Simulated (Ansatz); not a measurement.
Base system: a 24-atom supercell of InCuS2 in the chalcopyrite structure (space group I-42d, No. 122; a = 5.577 Å, c = 11.234 Å) at its relaxed geometry.

(Cell as relaxed with PBE.)

Levels (all Ansatz, a first-principles code, PAW): PBE (420 eV, no spin-orbit coupling); PBEsol (420 eV, scalar-relativistic without spin-orbit coupling).

Each level relaxes its own structure.

One thing is altered: one Cu atom is removed, atoms relaxed at fixed cell, starting from a slightly rattled geometry.

| quantity | PBE | PBEsol |
|---|---|---|
| pressure | -0.5 GPa | ? |
| largest displacement of a host atom from its site in the perfect cell | 0.09 Å | ? |

Problem. What does PBEsol give?

Solution. 
- pressure, PBEsol: -0.9 GPa
- largest displacement of a host atom from its site in the perfect cell, PBEsol: 0.08 Å

PBE's pressure lies 0.4 GPa above PBEsol's. Neither level is exact; PBEsol is the comparison here, not a measurement.

The cell is small, so the values are those of an ordered compound at a high defect concentration; dilute-limit values will differ. The mesh was chosen for an insulator and is coarse for the gapless case. All final runs are without spin polarisation.
